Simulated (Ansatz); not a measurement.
# Errors in the atomisation enthalpy at 298 K

6 molecules; the atomisation enthalpy at 298 K in kJ/mol, computed less measured. Shapes, held fixed at every level: PBE0-D4/def2-TZVP. Flexible molecules stand in one conformer, not always the lowest. Thermal terms are harmonic and unscaled (PBE0-D4/def2-TZVP); the spin-orbit lowering of the free atoms is taken from their spectra. Programs: Ansatz 0.2.0. Measured values: Active Thermochemical Tables, CRC Handbook of Chemistry and Physics.

Levels: A = PBE-D4/def2-TZVPP; B = PBE0-D4/def2-TZVPP; C = CCSD(T)/CBS estimate.

```json
{"molecule": "CH3Cl (chloromethane)", "from tabulated heats": "1575", "A": "+22", "B": "+2", "C": "-1"}
{"molecule": "C2H4 (ethylene)", "from tabulated heats": "2253", "A": "+37", "B": "+3", "C": "-5"}
{"molecule": "C2H6 (ethane)", "from tabulated heats": "2826", "A": "+25", "B": "+2", "C": "-2"}
{"molecule": "C2HCl5 (pentachloroethane)", "from tabulated heats": "2400", "A": "+148", "B": "+61", "C": "+5"}
{"molecule": "C2H7N (dimethylamine)", "from tabulated heats": "3448", "A": "+65", "B": "+10", "C": "-2"}
{"molecule": "C4H6O2 (gamma-butyrolactone)", "from tabulated heats": "5040", "A": "+182", "B": "+51", "C": "-12"}
```

Question: Which level does best on this set, which worst, and which err to one side?

Answer: 
| level | kind | mean error | mean absolute error | worst case |
| --- | --- | --- | --- | --- |
| PBE-D4/def2-TZVPP | GGA | +79.8 | 79.8 | C4H6O2 |
| PBE0-D4/def2-TZVPP | global hybrid | +21.5 | 21.5 | C2HCl5 |
| CCSD(T)/CBS estimate | coupled cluster or CI | -2.8 | 4.5 | C4H6O2 |

On this set CCSD(T)/CBS estimate has the smallest mean absolute error and PBE-D4/def2-TZVPP the largest. PBE-D4/def2-TZVPP is too high in 6 of 6; PBE0-D4/def2-TZVPP is too high in 6 of 6; CCSD(T)/CBS estimate is too low in 5 of 6. Heats of the atoms come from ATcT where it has them. The levels differ in basis as well as in method. The tabulated value of C2HCl5 is in doubt (older tables, estimates, or at odds with other calculations) and kept here. Over the 5 molecules whose values aren't doubted the mean absolute errors are A 66.2; B 13.6; C 4.4. The CBS estimate extrapolates MP2 from def2-TZVPP and def2-QZVPP and adds CCSD(T) − MP2 in the triple-zeta set, cores frozen. The set is small.
